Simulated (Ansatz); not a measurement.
KZnF3 in Ansatz: the effect of functional

Crystal: KZnF3.

```
Zn K F
1.0
     3.99526    0.00000    0.00000
     0.00000    3.99526    0.00000
     0.00000    0.00000    3.99526
Zn K F
1 1 3
Direct
  0.50000 0.50000 0.50000
  0.00000 0.00000 0.00000
  0.50000 0.00000 0.50000
  0.00000 0.50000 0.50000
  0.50000 0.50000 0.00000
```

The cell isn't the ideal one: volume scaled by 0.96.

Alike in all runs:

- Program: Ansatz 0.2.0
- Task: single point
- Potentials or basis: Ansatz PAW
- k mesh: 7 × 7 × 7
- Occupations: fermi-dirac, width 0.05 eV
- Spin: no spin polarisation

```csv
functional,cutoff,gap on the mesh (eV),pressure (GPa)
PBEsol,420 eV (not typed: the program's choice for these potentials),3.94,3.8
LDA,420 eV (not typed: the program's choice for these potentials),3.87,-1.5
r2SCAN,500 eV (not typed: the program's choice for these potentials),4.86,3.5
PBE,420 eV (not typed: the program's choice for these potentials),?,?
```

What does the run with functional PBE give?

gap on the mesh 4.09 eV; pressure 8.6 GPa.

Caveats: odd divisions of the mesh miss points on the zone boundary, where band edges often lie, so the gap on the mesh can be too wide; the PAW data sets come from PBE, with cores solved anew for the run's functional, which leaves a small shift of forces and pressure (some runs).

A k mesh can miss the band edges.
